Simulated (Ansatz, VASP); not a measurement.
One calculation of Tl, two programs

```
CELL_PARAMETERS angstrom
3.61207 0.00000 0.00000
-1.80604 3.12815 0.00000
0.00000 0.00000 5.56505
ATOMIC_POSITIONS crystal
Tl 0.00000 0.00000 0.00000
Tl 0.33333 0.66667 0.50000
```

Alike in both runs: functional PBE; k mesh 15 × 15 × 8; occupations gaussian, width 0.1 eV; no spin polarisation.

Ansatz relaxed the structure, and its values are those at the end. VASP's run is a single point on that final structure, the one shown.

|  | VASP | Ansatz |
| --- | --- | --- |
| version | VASP 6.6.1 | Ansatz 0.2.0 |
| potentials or method | VASP PAW PBE potentials, release 64 (Tl_d) | scalar-relativistic, plane waves, PAW |
| plane-wave cutoff (eV) | 520 | 420 |
| valence electrons in the cell | 26 | 26 |

Ansatz gave:

```
gap on the k mesh at the Fermi level (eV) : none
pressure (GPa)                            : 0.0
```

Question: Estimate VASP's values.

Answer: gap on the k mesh at the Fermi level (eV): none; pressure (GPa): -0.1.

A gap of «none» marks a metal or a gap that the smearing closes.

Spin-orbit coupling is left out, which matters for the levels of Tl.
